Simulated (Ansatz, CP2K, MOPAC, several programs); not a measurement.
Energy against volume for LiCl, h-MgO type, at fixed shape and fractional coordinates, computed by several methods (PBE and r2SCAN, where shown, with plane waves in Ansatz); the cell shown is that of r2SCAN. With free coordinates or axes held, a curve is too stiff, and on another method's shape its minimum isn't the method's own volume. It is hexagonal, P6_3/mmc (No. 194); conventional cell a = 4.162 Å, c = 5.233 Å, 19.62 Å³ an atom. Around Li lie 5 Cl at 2.40–2.62 Å; around Cl lie 5 Li at 2.40–2.62 Å. All values are calculated for a non-magnetic cell, which may be hypothetical. Energies count from each curve's lowest point; fits are third-order Birch-Murnaghan.

```cif
data_structure
_symmetry_space_group_name_H-M 'P6_3/mmc'
_symmetry_Int_Tables_number 194
_cell_length_a 4.1619
_cell_length_b 4.1619
_cell_length_c 5.2325
_cell_angle_alpha 90.000
_cell_angle_beta 90.000
_cell_angle_gamma 120.000
_cell_volume 78.49
loop_
_atom_site_label
_atom_site_type_symbol
_atom_site_symmetry_multiplicity
_atom_site_Wyckoff_symbol
_atom_site_fract_x
_atom_site_fract_y
_atom_site_fract_z
_atom_site_occupancy
Li1 Li 2 c 0.33333 0.66667 0.25000 1
Cl1 Cl 2 d 0.66667 0.33333 0.25000 1
```

PM7 (MOPAC), on the shape of the cell shown, as a cluster of 72 atoms at the zone centre:

| V (Å³/atom) | E (meV/atom) |
| --- | --- |
| 17.268 | 1.54 |
| 18.445 | 0.00 |
| 19.623 | 20.39 |
| 20.800 | 41.48 |
| 21.978 | 59.47 |

The points scatter about the fit by more than 0.3 meV an atom, so no fit is quoted.

PBE/SZV (CP2K), on the shape of the cell shown:
```csv
V (Å³/atom),E (meV/atom)
17.268,120.26
18.445,59.25
19.623,22.73
20.800,4.50
21.978,0.00
```
V₀ = 21.85 Å³ an atom and B₀ = 27 GPa. The lowest point lies at an end of the range, so the fit is barely bracketed.

**Question.** light PBE (260 eV and a coarse mesh), on the shape of the cell shown, gives
```tsv
V (Å³/atom)	E (meV/atom)
18.053	19.35
18.838	6.61
19.623	0.14
20.408	0.00
21.193	4.02
21.978	11.98
```
What equilibrium volume and bulk modulus follow?

**Answer.** V₀ = 20.08 Å³ an atom and B₀ = 26 GPa.

**Question.** PBE/DZVP (CP2K), on the shape of the cell shown, gives

| V (Å³/atom) | E (meV/atom) |
| --- | --- |
| 17.268 | 48.54 |
| 18.445 | 15.95 |
| 19.623 | 1.37 |
| 20.800 | 0.00 |
| 21.978 | 8.38 |

What equilibrium volume and bulk modulus follow?

**Answer.** V₀ = 20.34 Å³ an atom and B₀ = 26 GPa.

r2SCAN, on the shape of its own relaxed cell:
```csv
V (Å³/atom),E (meV/atom)
18.445,6.99
19.034,1.67
19.623,0.00
20.212,1.45
20.800,5.55
```
V₀ = 19.63 Å³ an atom and B₀ = 28 GPa.
